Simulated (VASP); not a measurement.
# W (Im-3m) in VASP: a series of runs, part 2 of 2

VASP 6.6.1. The steps go on from the part before.

## Step 3: Relaxation of cell and atoms, PBE

This run uses another cell than the first one, of 16.16 Å³/atom, 1.020 times its volume.

The input, INCAR:

```
SYSTEM = W
ALGO = Fast
EDIFF = 1E-7
EDIFFG = -0.002
ENCUT = 700
GGA = PE
IBRION = 2
ISIF = 3
ISMEAR = 0
LASPH = .TRUE.
LCHARG = .FALSE.
LREAL = .FALSE.
LWAVE = .FALSE.
NELM = 100
NSW = 80
PREC = Accurate
SIGMA = 0.1
```

The input, KPOINTS:

```
k-points
0
G
  18 18 18
  0 0 0
```

The input, POSCAR:

```
W                                       
1.0
   -1.5927820201      1.5927820201      1.5927820201
    1.5927820201     -1.5927820201      1.5927820201
    1.5927820201      1.5927820201     -1.5927820201
  W             
     1
Direct
     0.0000000000000000    0.0000000000000000    0.0000000000000000
```

Potentials or basis: VASP PAW PBE potentials, release 64 (W_sv).

Run with:

```bash
$ cat potpaw_PBE.64/W_sv/POTCAR > POTCAR
$ mpirun -np 1 vasp_std > vasp.out
```

OUTCAR:

```text
SYSTEM = W
   EDIFF = 1E-7
   EDIFFG = -0.002
   ENCUT = 700
   GGA = PE
   IBRION = 2
   ISIF = 3
   ISMEAR = 0
   LASPH = .TRUE.
   LREAL = .FALSE.
   NELM = 100
   NSW = 80
   PREC = Accurate

 ion  position               nearest neighbor table
   1  0.000  0.000  0.000-

  LATTYP: Found a body centered cubic cell.
 ALAT       =     3.1855640402

  Lattice vectors:

 A1 = (  -1.5927820201,   1.5927820201,   1.5927820201)
 A2 = (   1.5927820201,  -1.5927820201,   1.5927820201)
 A3 = (   1.5927820201,   1.5927820201,  -1.5927820201)

Analysis of symmetry for initial positions (statically):
=====================================================================
 Subroutine PRICEL returns:
 Original cell was already a primitive cell.

 Routine SETGRP: Setting up the symmetry group for a
 body centered cubic supercell.

 Subroutine GETGRP returns: Found 48 space group operations
 (whereof 48 operations were pure point group operations)
 out of a pool of 48 trial point group operations.

The static configuration has the point symmetry O_h .

Analysis of symmetry for dynamics (positions and initial velocities):
=====================================================================
 Subroutine PRICEL returns:
 Original cell was already a primitive cell.

 Routine SETGRP: Setting up the symmetry group for a
 body centered cubic supercell.

 Subroutine GETGRP returns: Found 48 space group operations
 (whereof 48 operations were pure point group operations)
 out of a pool of 48 trial point group operations.

The dynamic configuration has the point symmetry O_h .

 Subroutine INISYM returns: Found 48 space group operations
 (whereof 48 operations are pure point group operations),
 and found     1 'primitive' translations

----------------------------------------------------------------------------------------

                                     Primitive cell

  volume of cell :      16.1633

  direct lattice vectors                    reciprocal lattice vectors
    -1.592782020  1.592782020  1.592782020     0.000000000  0.313916150  0.313916150
     1.592782020 -1.592782020  1.592782020     0.313916150  0.000000000  0.313916150
     1.592782020  1.592782020 -1.592782020     0.313916150  0.313916150  0.000000000

  length of vectors
     2.758779384  2.758779384  2.758779384     0.443944477  0.443944477  0.443944477

  position of ions in fractional coordinates (direct lattice)
     0.000000000  0.000000000  0.000000000

  ion indices of the primitive-cell ions
   primitive index   ion index
                 1           1

----------------------------------------------------------------------------------------

 KPOINTS: k-points

Automatic generation of k-mesh.
 Grid dimensions read from file:
 generate k-points for:   18   18   18

 Generating k-lattice:

  Cartesian coordinates                     Fractional coordinates (reciprocal lattice)
     0.000000000  0.017439786  0.017439786     0.055555556  0.000000000  0.000000000
     0.017439786  0.000000000  0.017439786     0.000000000  0.055555556  0.000000000
     0.017439786  0.017439786  0.000000000     0.000000000  0.000000000  0.055555556

  Length of vectors
     0.024663582  0.024663582  0.024663582

  Shift w.r.t. Gamma in fractional coordinates (k-lattice)
     0.000000000  0.000000000  0.000000000

 Subroutine IBZKPT returns following result:
 ===========================================

 Found    195 irreducible k-points:

 Following reciprocal coordinates:
            Coordinates               Weight
  0.000000  0.000000  0.000000      1.000000
  0.055556  0.000000  0.000000     12.000000
  0.111111  0.000000  0.000000     12.000000
  0.166667  0.000000  0.000000     12.000000
  0.222222  0.000000  0.000000     12.000000
  0.277778  0.000000  0.000000     12.000000
[... 16 lines left out ...]
  0.333333  0.111111  0.000000     48.000000
  0.388889  0.111111  0.000000     48.000000
 [... further k-points ...]
   k-points           NKPTS =    195   k-points in BZ     NKDIM =    195   number of bands    NBANDS=     11
   number of dos      NEDOS =    301   number of ions     NIONS =      1
   total plane-waves  NPLWV =  13824
   dimension x,y,z NGX =    24 NGY =   24 NGZ =   24
   dimension x,y,z NGXF=    48 NGYF=   48 NGZF=   48
   ions per type =               1
   NGX,Y,Z   is equivalent  to a cutoff of  14.46, 14.46, 14.46 a.u.
   NGXF,Y,Z  is equivalent  to a cutoff of  28.93, 28.93, 28.93 a.u.
 SYSTEM =  W
   PREC   = accura    normal or accurate (medium, high low for compatibility)
   ISTART =      0    job   : 0-new  1-cont  2-samecut
   ICHARG =      2    charge: 1-file 2-atom 10-const
   ISPIN  =      1    spin polarized calculation?
   LNONCOLLINEAR =      F non collinear calculations
   LSORBIT =      F    spin-orbit coupling
   LASPH  =      T    aspherical Exc in radial PAW
   ENCUT  =  700.0 eV  51.45 Ry    7.17 a.u.   5.95  5.95  5.95*2*pi/ulx,y,z
   NELM   =    100;   NELMIN=  2; NELMDL= -5     # of ELM steps
   EDIFF  = 0.1E-06   stopping-criterion for ELM
   LREAL  =      F    real-space projection
   EDIFFG = -.2E-02   stopping-criterion for IOM
   NSW    =     80    number of steps for IOM
   IBRION =      2    ionic relax: 0-MD 1-quasi-New 2-CG
   NFREE  =      1    steps in history (QN), initial steepest desc. (CG)
   ISIF   =      3    stress and relaxation
   ISYM   =      2    0-nonsym 1-usesym 2-fastsym
   POTIM  = 0.5000    time-step for ionic-motion
   TEBEG  =    0.0;   TEEND  =   0.0 temperature during run
   PSTRESS=    0.0 pullay stress
   NELECT =      14.0000    total number of electrons
   NUPDOWN=      -1.0000    fix difference up-down
   EMIN   =  10.00;   EMAX   =-10.00  energy-range for DOS
   EFERMI =   0.00;   METHOD = LEGACY
   ISMEAR =     0;   SIGMA  =   0.10  broadening in eV -4-tet -1-fermi 0-gaus
   EFERMI_NEDOS =   21; number of points for ismear=-14 and -15
   IALGO  =     68    algorithm
   IMIX   =      4    mixing-type and parameters
     AMIX     =   0.40;   BMIX     =  1.00
     AMIX_MAG =   1.60;   BMIX_MAG =  1.00
  volume/ion in A,a.u.               =      16.16       109.08
  Fermi-wavevector in a.u.,A,eV,Ry     =   1.560539  2.948990 33.134004  2.435281
  Thomas-Fermi vector in A             =   2.663736
   LORBIT       =      0    0 simple, 1 ext, 2 COOP (PROOUT), +10 PAW based schemes
   GGA     = PE    functional components
   LHFCALC =     F    Hartree Fock is set to
   AEXX    =    0.0000 exact exchange contribution
   IVDW    =     0    specifies the selected vdW correction
   LEPSILON=     F    determine dielectric tensor
   LRPA    =     F    only Hartree local field effects (RPA)
 conjugate gradient relaxation of ions
 non-spin polarized calculation
 RMM-DIIS sequential band-by-band and
 Gauss-broadening in eV      SIGMA  =   0.10
  energy-cutoff  :      700.00
  volume of cell :       16.16
 maximum number of plane-waves:       702
   NGX = 11   NGY = 11   NGZ = 11

 number of electron      14.0000002 magnetization

 Free energy of the ion-electron system (eV)
  ---------------------------------------------------
  ext. energy  EPLUGINS =         0.00000000
  ---------------------------------------------------
  free energy    TOTEN  =       -12.95143221 eV

  energy without entropy =      -12.94784894  energy(sigma->0) =      -12.94964058

 E-fermi :  11.1624     XC(G=0): -13.5300

 val. band max:       11.1581706366   @ k =  -0.2778   0.3333   0.2222
 cond. band min:      11.1747352807   @ k =   0.5000   0.5000   0.2222
 fundamental gap:      0.0165646441
 Fermi energy:        11.1623639717

 k-point     1 :       0.0000    0.0000    0.0000
  band No.  band energies     occupation
      1     -63.0409      2.00000
      2     -26.6312      2.00000
      3     -26.6312      2.00000
      4     -26.6312      2.00000
      5       1.6348      2.00000
      6       9.9691      2.00000
      7       9.9691      2.00000
      8       9.9691      2.00000
      9      13.3811      0.00000
     10      13.3811      0.00000
     11      25.6358      0.00000
[... 309 lines left out ...]
 k-point    24 :       0.3889    0.1111    0.0000
  band No.  band energies     occupation
      1     -62.9178      2.00000
      2     -27.7640      2.00000
      3     -27.0575      2.00000
      4     -26.6907      2.00000
      5       5.4400      2.00000
      6       7.8371      2.00000
      7      10.5479      2.00000
      8      13.1467      0.00000
      9      14.4373      0.00000
     10      17.4232      0.00000
     11      21.8403      0.00000

 [... further k-points ...]

------------------------ aborting loop because EDIFF is reached ----------------------------------------

  FORCE on cell =-STRESS in cart. coord.  units (eV):
  Direction    XX          YY          ZZ          XY          YZ          ZX
  --------------------------------------------------------------------------------------
  -------------------------------------------------------------------------------------
  Total        0.0004369      0.0004369      0.0004369      0.0000000     -0.0000000      0.0000000
  in kB        0.0433121      0.0433121      0.0433121      0.0000000     -0.0000000      0.0000000
  external PRESSURE =       0.0433121 kB  Pullay stress =       0.0000000 kB

 VOLUME and BASIS-vectors are now :
 -----------------------------------------------------------------------------
  energy-cutoff  :      700.00
  volume of cell :       16.16
      direct lattice vectors                 reciprocal lattice vectors
    -1.592782020  1.592782020  1.592782020     0.000000000  0.313916150  0.313916150
     1.592782020 -1.592782020  1.592782020     0.313916150  0.000000000  0.313916150
     1.592782020  1.592782020 -1.592782020     0.313916150  0.313916150  0.000000000

 POSITION                                       TOTAL-FORCE (eV/Angst)
 -----------------------------------------------------------------------------------
      0.00000      0.00000      0.00000        -0.000000      0.000000      0.000000
 -----------------------------------------------------------------------------------
    total drift:                               -0.000000      0.000000     -0.000000

  FREE ENERGIE OF THE ION-ELECTRON SYSTEM (eV)
  ---------------------------------------------------
  free  energy   TOTEN  =       -12.9514322147 eV

  energy  without entropy=      -12.9478489406  energy(sigma->0) =      -12.94964058

 reached required accuracy - stopping structural energy minimisation
```

OSZICAR:

```text
N       E                     dE             d eps       ncg     rms          rms(c)
DAV:   1     0.905106494963E+02    0.90511E+02   -0.92574E+03  4290   0.176E+03
DAV:   2    -0.116350960162E+02   -0.10215E+03   -0.98974E+02  4626   0.382E+02
DAV:   3    -0.135737252379E+02   -0.19386E+01   -0.19089E+01  4921   0.495E+01
DAV:   4    -0.135854385886E+02   -0.11713E-01   -0.11709E-01  4617   0.416E+00
DAV:   5    -0.135855313356E+02   -0.92747E-04   -0.92746E-04  4845   0.385E-01    0.202E+01
RMM:   6    -0.130804648392E+02    0.50507E+00   -0.56784E-01  4293   0.800E+00    0.822E+00
RMM:   7    -0.129537187072E+02    0.12675E+00   -0.43998E-01  4298   0.678E+00    0.886E-01
RMM:   8    -0.129514093188E+02    0.23094E-02   -0.16423E-02  4401   0.148E+00    0.210E-01
RMM:   9    -0.129514035602E+02    0.57587E-05   -0.27559E-03  4308   0.654E-01    0.351E-02
RMM:  10    -0.129514327988E+02   -0.29239E-04   -0.30490E-04  4654   0.251E-01    0.129E-02
RMM:  11    -0.129514301783E+02    0.26204E-05   -0.85355E-05  4358   0.129E-01    0.108E-02
RMM:  12    -0.129514318346E+02   -0.16563E-05   -0.20138E-05  4479   0.642E-02    0.371E-03
RMM:  13    -0.129514320326E+02   -0.19795E-06   -0.59985E-06  4279   0.333E-02    0.579E-03
RMM:  14    -0.129514321749E+02   -0.14231E-06   -0.76310E-07  3980   0.124E-02    0.164E-03
RMM:  15    -0.129514322147E+02   -0.39885E-07   -0.15941E-07  3001   0.581E-03
   1 F= -.12951432E+02 E0= -.12949641E+02  d E =-.129514E+02
```

CONTCAR:

```text
W
   1.00000000000000
    -1.5927820201000000    1.5927820201000000    1.5927820201000000
     1.5927820201000000   -1.5927820201000000    1.5927820201000000
     1.5927820201000000    1.5927820201000000   -1.5927820201000000
  W
     1
Direct
     0.0000000000000000    0.0000000000000000    0.0000000000000000

  0.00000000E+00  0.00000000E+00  0.00000000E+00
```

Wall time 31 s (1 thread of Intel Xeon Platinum 8488C (Sapphire Rapids), shared host); peak memory 0.17 GiB.

Results:

| Item | Value |
| --- | --- |
| Free energy | -12.9514 eV |
| Pressure after relaxing | 0.0 GPa |
| Band gap on the k mesh | none (metal or under the smearing width) |

Final structure:
```
W
1.0
    -1.59278    1.59278    1.59278
     1.59278   -1.59278    1.59278
     1.59278    1.59278   -1.59278
W
1
Direct
  0.00000 0.00000 0.00000
```

Caveat: the relaxation stopped at its first step, so nothing moved.
